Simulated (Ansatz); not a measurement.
# Rh under compression and expansion

```cif
data_structure
_symmetry_space_group_name_H-M 'Fm-3m'
_symmetry_Int_Tables_number 225
_cell_length_a 3.8060
_cell_length_b 3.8060
_cell_length_c 3.8060
_cell_angle_alpha 90.000
_cell_angle_beta 90.000
_cell_angle_gamma 90.000
_cell_volume 55.13
loop_
_atom_site_label
_atom_site_type_symbol
_atom_site_symmetry_multiplicity
_atom_site_Wyckoff_symbol
_atom_site_fract_x
_atom_site_fract_y
_atom_site_fract_z
_atom_site_occupancy
Rh1 Rh 4 a 0.00000 0.00000 0.00000 1
```

The runs use the primitive cell with vectors (0.000, 1.903, 1.903), (1.903, 0.000, 1.903), (1.903, 1.903, 0.000) Å, to which the k mesh refers.

The cell is the one relaxed in the Materials Project (mp-74), not relaxed further here; entries there can be hypothetical.

Spin polarisation is left out, and whether a magnetic state lies lower isn't shown here.

All numbers are computed: DFT, LDA, all-electron LAPW, scalar-relativistic (Ansatz 0.2.0); DFT, LDA, PAW with Ansatz's default frozen-core files, scalar-relativistic (Ansatz 0.2.0).

For LAPW: a Γ-centred 18×18×18 k mesh, Fermi–Dirac smearing of 0.05 eV, basis error target 0.5 meV/atom, no spin polarisation. PAW takes a cutoff of 420 eV at this cell (files made with PBE, cores remade for this functional). The Ansatz runs share mesh, smearing and spin set-up. Plane-wave (PAW) pressures include the program's estimate of the Pulay term.

The cell above is scaled evenly, with fractional coordinates and shape held.

```
V/V(cell)  V (Å³/atom)  P, LAPW (GPa)  P, PAW (GPa)  free energy over the lowest listed, PAW (meV/atom)
   0.9405       12.963           6.73          6.67                                                 0.0
   0.9800       13.507          -6.34         -6.37                                                 0.4
   1.0000       13.783         -11.80        -11.82                                                16.2
   1.0200       14.058              ?             ?                                                   ?
   1.0600       14.610         -24.52        -24.52                                               112.1
```

(1) Fill in the row V/V(cell) = 1.0200.

(2) What do Birch–Murnaghan fits to the pressures give?

Answers

(1) P, LAPW (GPa) = -16.61, P, PAW (GPa) = -16.62, free energy over the lowest listed, PAW (meV/atom) = 40.7.

(2) LAPW: V0 = 13.23 Å³/atom, B0 = 318 GPa, B0′ = 5.1; PAW: V0 = 13.22 Å³/atom, B0 = 318 GPa, B0′ = 5.1.
